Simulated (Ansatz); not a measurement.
A (210) slab of Al (Fm-3m (No. 225)), 13 planes, outer planes Al (top) and Al (bottom), with 13 atoms (Al13) in a surface cell of A = 18.028 Å², as cut from the bulk:

```
CELL_PARAMETERS angstrom
4.01556 0.00000 0.00000
-2.00778 4.48953 0.00000
0.00000 0.00000 25.77487
ATOMIC_POSITIONS crystal
Al 0.70000 0.40000 0.29098
Al 0.40000 0.80000 0.32582
Al 0.10000 0.20000 0.36065
Al 0.80000 0.60000 0.39549
Al 0.50000 0.00000 0.43033
Al 0.20000 0.40000 0.46516
Al 0.90000 0.80000 0.50000
Al 0.60000 0.20000 0.53484
Al 0.30000 0.60000 0.56967
Al 0.00000 0.00000 0.60451
Al 0.70000 0.40000 0.63935
Al 0.40000 0.80000 0.67418
Al 0.10000 0.20000 0.70902
```

Computed with Ansatz 0.2.0, DFT PBEsol, scalar-relativistic, plane waves, PAW. Settings: cutoff 420 eV, Γ-centred mesh 10×8×1 on the computed 13-atom cell, Gaussian smearing of 0.10 eV; no spin polarisation.

Against the same 13 atoms in the bulk, the slab as cut lies 2.732 eV higher and the relaxed slab 2.658 eV higher.

(1) Work out the surface energy before and after relaxation.

(2) A cut through this plane breaks about 10 nearest-neighbour bonds a surface cell. What does each broken bond cost, before relaxation?

(3) What is the ideal work of this cut, per area?

Answers

(1) The slab has two faces, so γ = (E_slab − N·E_bulk)/(2A), the mean of both. As cut: 2.732/(2 × 18.028) = 0.0758 eV/Å², and 1 eV/Å² = 16.02 J/m², so γ = 1.21 J/m². Relaxed: 2.658/(2 × 18.028) = 0.0737 eV/Å² = 1.18 J/m². Relaxation recovers 3 % of the cost of cutting.

(2) One cut makes two faces and costs 2γA = 2.732 eV, shared by 10 bonds: 0.27 eV a bond. In a metal this is less than the cohesive energy a bond, since the bonds that remain at the surface strengthen.

(3) Griffith's ideal work is 2γ: 2.43 J/m² if the new faces stay rigid, 2.36 J/m² if they relax. One thickness was run, 13 planes, so γ can still shift with it.